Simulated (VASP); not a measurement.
Si: single point with LDA

Crystal: Si.

```xyz
2
Lattice="0.0000 2.7010 2.7010 2.7010 0.0000 2.7010 2.7010 2.7010 0.0000" Properties=species:S:1:pos:R:3 pbc="T T T"
Si    4.0515    4.0515    4.0515
Si    2.7010    2.7010    2.7010
```

| Quantity | Value |
| --- | --- |
| Program | VASP 6.6.1 |
| Task | single point |
| Functional | LDA |
| Potentials or basis | VASP PAW LDA potentials, release 64 (Si) |
| Cutoff | 520 eV |
| k mesh | 12 × 12 × 12 |
| Occupations | gaussian, width 0.02 eV |
| Spin | no spin polarisation |

```
Pressure               : 0.0 GPa
Band gap on the k mesh : 0.44 eV, indirect (least direct gap 2.53 eV)
```

Levels at points of the mesh, in eV from the valence-band top:
| k point | band 2 | band 3 | band 4 | band 5 | band 6 | band 7 |
| --- | --- | --- | --- | --- | --- | --- |
| (0.00, 0.00, 0.00) | 0.00 | 0.00 | 0.00 | 2.53 | 2.53 | 2.53 |
| (0.50, 0.00, 0.00) | -7.06 | -1.21 | -1.21 | 1.49 | 3.29 | 3.29 |
| (0.50, 0.50, 0.00) | -7.86 | -2.89 | -2.89 | 0.57 | 0.57 | 10.11 |

Run time: 19 s on 1 thread of Intel(R) Xeon(R) Platinum 8488C (Sapphire Rapids), on a shared host, peak memory 0.14 GiB.

A k mesh can miss the band edges.
